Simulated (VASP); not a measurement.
# As (I4/mmm) in VASP: single point with PBE

Aim: the single point of As with PBE.

Program: VASP 6.6.1. These are calculated values, not measurements. Logs are shortened: lines on timing, memory, paths and dates and some standing lists are left out, and cuts for length are marked.

### 1 Starting point

It takes space group I4/mmm (No. 139, tetragonal). The conventional cell has a = 4.271 Å, b = 4.271 Å, c = 4.595 Å, α = 90.00°, β = 90.00°, γ = 90.00°. As (site symmetry 4/mmm) has 12 As at 3.79 to 4.27 Å as nearest neighbours.

The cell was built by a generator and needn't be a form met in nature.

### 2 Single point, PBE

Contents of INCAR:

```
PREC = Accurate
ENCUT = 520
EDIFF = 1E-7
ISMEAR = -1
SIGMA = 0.1
LREAL = F
LASPH = T
NELM = 100
ALGO = Fast
ISIF = 2
LWAVE = F
LCHARG = F
GGA = PE
NBANDS = 8
```

Contents of KPOINTS:

```
Automatic mesh
0
Gamma
  11 11 11
```

Contents of POSCAR:

```
As
1.0
   -2.1356170000      2.1356170000      2.2976900000
    2.1356170000     -2.1356170000      2.2976900000
    2.1356170000      2.1356170000     -2.2976900000
As
1
Direct
    0.0000000000      0.0000000000      0.0000000000
```

Potentials or basis: VASP PAW PBE potentials, release 64 (As).

Run with:

```sh
$ cat potpaw_PBE.64/As/POTCAR > POTCAR
$ mpirun -np 1 vasp_std > vasp.out
```

OUTCAR:

```text
PREC = Accurate
   ENCUT = 520
   EDIFF = 1E-7
   ISMEAR = -1
   LREAL = F
   LASPH = T
   NELM = 100
   ISIF = 2
   GGA = PE

 ion  position               nearest neighbor table
   1  0.000  0.000  0.000-

  LATTYP: Found a body centered tetragonal cell.
 ALAT       =     4.2712340000
 C/A-ratio  =     1.0758904804

  Lattice vectors:

 A1 = (  -2.1356170000,   2.1356170000,   2.2976900000)
 A2 = (   2.1356170000,  -2.1356170000,   2.2976900000)
 A3 = (   2.1356170000,   2.1356170000,  -2.2976900000)

Analysis of symmetry for initial positions (statically):
=====================================================================
 Subroutine PRICEL returns:
 Original cell was already a primitive cell.

 Routine SETGRP: Setting up the symmetry group for a
 body centered tetragonal supercell.

 Subroutine GETGRP returns: Found 16 space group operations
 (whereof 16 operations were pure point group operations)
 out of a pool of 16 trial point group operations.

The static configuration has the point symmetry D_4h.

Analysis of symmetry for dynamics (positions and initial velocities):
=====================================================================
 Subroutine PRICEL returns:
 Original cell was already a primitive cell.

 Routine SETGRP: Setting up the symmetry group for a
 body centered tetragonal supercell.

 Subroutine GETGRP returns: Found 16 space group operations
 (whereof 16 operations were pure point group operations)
 out of a pool of 16 trial point group operations.

The dynamic configuration has the point symmetry D_4h.

 Subroutine INISYM returns: Found 16 space group operations
 (whereof 16 operations are pure point group operations),
 and found     1 'primitive' translations

----------------------------------------------------------------------------------------

                                     Primitive cell

  volume of cell :      41.9178

  direct lattice vectors                    reciprocal lattice vectors
    -2.135617000  2.135617000  2.297690000     0.000000000  0.234124377  0.217609860
     2.135617000 -2.135617000  2.297690000     0.234124377  0.000000000  0.217609860
     2.135617000  2.135617000 -2.297690000     0.234124377  0.234124377  0.000000000

  length of vectors
     3.794878032  3.794878032  3.794878032     0.319637725  0.319637725  0.331101869

  position of ions in fractional coordinates (direct lattice)
     0.000000000  0.000000000  0.000000000

  ion indices of the primitive-cell ions
   primitive index   ion index
                 1           1

----------------------------------------------------------------------------------------

 KPOINTS: Automatic mesh

Automatic generation of k-mesh.
 Grid dimensions read from file:
 generate k-points for:   11   11   11

 Generating k-lattice:

  Cartesian coordinates                     Fractional coordinates (reciprocal lattice)
     0.000000000  0.021284034  0.019782715     0.090909091  0.000000000  0.000000000
     0.021284034  0.000000000  0.019782715     0.000000000  0.090909091  0.000000000
     0.021284034  0.021284034  0.000000000     0.000000000  0.000000000  0.090909091

  Length of vectors
     0.029057975  0.029057975  0.030100170

  Shift w.r.t. Gamma in fractional coordinates (k-lattice)
     0.000000000  0.000000000  0.000000000

 Subroutine IBZKPT returns following result:
 ===========================================

 Found    126 irreducible k-points:

 Following reciprocal coordinates:
            Coordinates               Weight
  0.000000  0.000000  0.000000      1.000000
  0.090909 -0.000000  0.000000      8.000000
  0.181818  0.000000  0.000000      8.000000
  0.272727 -0.000000  0.000000      8.000000
  0.363636  0.000000  0.000000      8.000000
  0.454545 -0.000000  0.000000      8.000000
[... 16 lines left out ...]
 -0.272727  0.181818 -0.000000     16.000000
 -0.181818  0.181818  0.000000      4.000000
 [... further k-points ...]
   k-points           NKPTS =    126   k-points in BZ     NKDIM =    126   number of bands    NBANDS=      8
   number of dos      NEDOS =    301   number of ions     NIONS =      1
   total plane-waves  NPLWV =  21952
   dimension x,y,z NGX =    28 NGY =   28 NGZ =   28
   dimension x,y,z NGXF=    56 NGYF=   56 NGZF=   56
   ions per type =               1
   NGX,Y,Z   is equivalent  to a cutoff of  12.27, 12.27, 12.27 a.u.
   NGXF,Y,Z  is equivalent  to a cutoff of  24.53, 24.53, 24.53 a.u.
 SYSTEM =  unknown system
   PREC   = accura    normal or accurate (medium, high low for compatibility)
   ISTART =      0    job   : 0-new  1-cont  2-samecut
   ICHARG =      2    charge: 1-file 2-atom 10-const
   ISPIN  =      1    spin polarized calculation?
   LNONCOLLINEAR =      F non collinear calculations
   LSORBIT =      F    spin-orbit coupling
   LASPH  =      T    aspherical Exc in radial PAW
   ENCUT  =  520.0 eV  38.22 Ry    6.18 a.u.   7.06  7.06  7.06*2*pi/ulx,y,z
   NELM   =    100;   NELMIN=  2; NELMDL= -5     # of ELM steps
   EDIFF  = 0.1E-06   stopping-criterion for ELM
   LREAL  =      F    real-space projection
   EDIFFG = 0.1E-05   stopping-criterion for IOM
   NSW    =      0    number of steps for IOM
   IBRION =     -1    ionic relax: 0-MD 1-quasi-New 2-CG
   NFREE  =      0    steps in history (QN), initial steepest desc. (CG)
   ISIF   =      2    stress and relaxation
   ISYM   =      2    0-nonsym 1-usesym 2-fastsym
   POTIM  = 0.5000    time-step for ionic-motion
   TEBEG  =    0.0;   TEEND  =   0.0 temperature during run
   PSTRESS=    0.0 pullay stress
   NELECT =       5.0000    total number of electrons
   NUPDOWN=      -1.0000    fix difference up-down
   EMIN   =  10.00;   EMAX   =-10.00  energy-range for DOS
   EFERMI =   0.00;   METHOD = LEGACY
   ISMEAR =    -1;   SIGMA  =   0.10  broadening in eV -4-tet -1-fermi 0-gaus
   EFERMI_NEDOS =   21; number of points for ismear=-14 and -15
   IALGO  =     68    algorithm
   IMIX   =      4    mixing-type and parameters
     AMIX     =   0.40;   BMIX     =  1.00
     AMIX_MAG =   1.60;   BMIX_MAG =  1.00
  volume/ion in A,a.u.               =      41.92       282.88
  Fermi-wavevector in a.u.,A,eV,Ry     =   0.805871  1.522875  8.836002  0.649428
  Thomas-Fermi vector in A             =   1.914197
   LORBIT       =      0    0 simple, 1 ext, 2 COOP (PROOUT), +10 PAW based schemes
   GGA     = PE    functional components
   LHFCALC =     F    Hartree Fock is set to
   AEXX    =    0.0000 exact exchange contribution
   IVDW    =     0    specifies the selected vdW correction
   LEPSILON=     F    determine dielectric tensor
   LRPA    =     F    only Hartree local field effects (RPA)
 non-spin polarized calculation
 RMM-DIIS sequential band-by-band and
  energy-cutoff  :      520.00
  volume of cell :       41.92
 maximum number of plane-waves:      1147
   NGX = 15   NGY = 15   NGZ = 15

 number of electron       5.0000001 magnetization

 Free energy of the ion-electron system (eV)
  ---------------------------------------------------
  ext. energy  EPLUGINS =         0.00000000
  ---------------------------------------------------
  free energy    TOTEN  =        -2.61462333 eV

  energy without entropy =       -2.56531145  energy(sigma->0) =       -2.58996739

 E-fermi :  -0.0442     XC(G=0):  -7.5848

 val. band max:       -0.0474778530   @ k =  -0.2727  -0.4545   0.2727
 cond. band min:      -0.0406066179   @ k =  -0.4545   0.2727   0.0000
 fundamental gap:      0.0068712350
 Fermi energy:        -0.0442073360

 k-point     1 :       0.0000    0.0000    0.0000
  band No.  band energies     occupation
      1     -10.6851      2.00000
      2       1.7020      0.00000
      3       1.7217      0.00000
      4       1.7217      0.00000
      5       5.7276      0.00000
      6      10.0064      0.00000
      7      10.0064      0.00000
      8      10.8223      0.00000

 k-point     2 :       0.0909   -0.0000    0.0000
  band No.  band energies     occupation
      1     -10.6187      2.00000
      2       1.1811      0.00001
      3       1.6130      0.00000
      4       1.7000      0.00000
      5       6.2130      0.00000
      6       9.7940      0.00000
      7       9.9280      0.00000
      8      10.8585      0.00000

 k-point     3 :       0.1818    0.0000    0.0000
  band No.  band energies     occupation
      1     -10.4308      2.00000
      2       0.0965      0.39351
      3       1.3449      0.00000
      4       1.6688      0.00000
      5       6.9119      0.00000
      6       9.3759      0.00000
      7       9.3958      0.00000
      8      11.3854      0.00000

 k-point     4 :       0.2727   -0.0000    0.0000
  band No.  band energies     occupation
      1     -10.1588      2.00000
      2      -1.0190      1.99988
      3       1.0344      0.00004
      4       1.6261      0.00000
      5       6.8193      0.00000
      6       8.7815      0.00000
      7       9.8932      0.00000
      8      11.6989      0.00000

 k-point     5 :       0.3636    0.0000    0.0000
  band No.  band energies     occupation
      1      -9.8749      2.00000
      2      -1.9192      2.00000
      3       0.7798      0.00053
      4       1.5853      0.00000
      5       6.3972      0.00000
      6       8.3490      0.00000
      7      10.8144      0.00000
      8      12.1165      0.00000
[... 177 lines left out ...]
 k-point    22 :      -0.3636    0.1818    0.0000
  band No.  band energies     occupation
      1      -9.9859      2.00000
      2      -1.2525      1.99999
      3       0.5462      0.00544
      4       1.2300      0.00001
      5       7.3922      0.00000
      6       8.4410      0.00000
      7       9.6154      0.00000
      8      11.3021      0.00000

 k-point    23 :      -0.2727    0.1818   -0.0000
  band No.  band energies     occupation
      1     -10.2332      2.00000
      2      -0.5372      1.98565
      3       1.0061      0.00005
      4       1.3959      0.00000
      5       7.2767      0.00000
      6       8.5300      0.00000
      7       9.3565      0.00000
      8      11.3586      0.00000

 k-point    24 :      -0.1818    0.1818    0.0000
  band No.  band energies     occupation
      1     -10.4116      2.00000
      2       0.1398      0.27402
      3       1.2348      0.00001
      4       1.5798      0.00000
      5       7.0180      0.00000
      6       8.7787      0.00000
      7       9.5575      0.00000
      8      11.4847      0.00000

 [... further k-points ...]
[... 5 lines left out ...]
  --------------------------------------------------------------------------------------
  -------------------------------------------------------------------------------------
  Total       -2.7906969     -2.7906969     -2.8780688      0.0000000      0.0000000      0.0000000
  in kB     -106.6657729   -106.6657729   -110.0052955      0.0000000      0.0000000      0.0000000
  external PRESSURE =    -107.7789471 kB  Pullay stress =       0.0000000 kB

 VOLUME and BASIS-vectors are now :
 -----------------------------------------------------------------------------
  energy-cutoff  :      520.00
  volume of cell :       41.92
      direct lattice vectors                 reciprocal lattice vectors
    -2.135617000  2.135617000  2.297690000     0.000000000  0.234124377  0.217609860
     2.135617000 -2.135617000  2.297690000     0.234124377  0.000000000  0.217609860
     2.135617000  2.135617000 -2.297690000     0.234124377  0.234124377  0.000000000

 POSITION                                       TOTAL-FORCE (eV/Angst)
 -----------------------------------------------------------------------------------
      0.00000      0.00000      0.00000        -0.000000      0.000000     -0.000000
 -----------------------------------------------------------------------------------
    total drift:                               -0.000000      0.000000     -0.000000

  FREE ENERGIE OF THE ION-ELECTRON SYSTEM (eV)
  ---------------------------------------------------
  free  energy   TOTEN  =        -2.6146233289 eV

  energy  without entropy=       -2.5653114469  energy(sigma->0) =       -2.58996739
```

Run time: 15 s. Hardware: 1 thread of Intel Xeon 6975P-C (Granite Rapids), shared host; peak memory 0.17 GiB.

Results:

```yaml
Free_energy: -2.6146 eV
Pressure: -10.8 GPa
Band_gap_on_the_k_mesh: none (metal or under the smearing width)
```
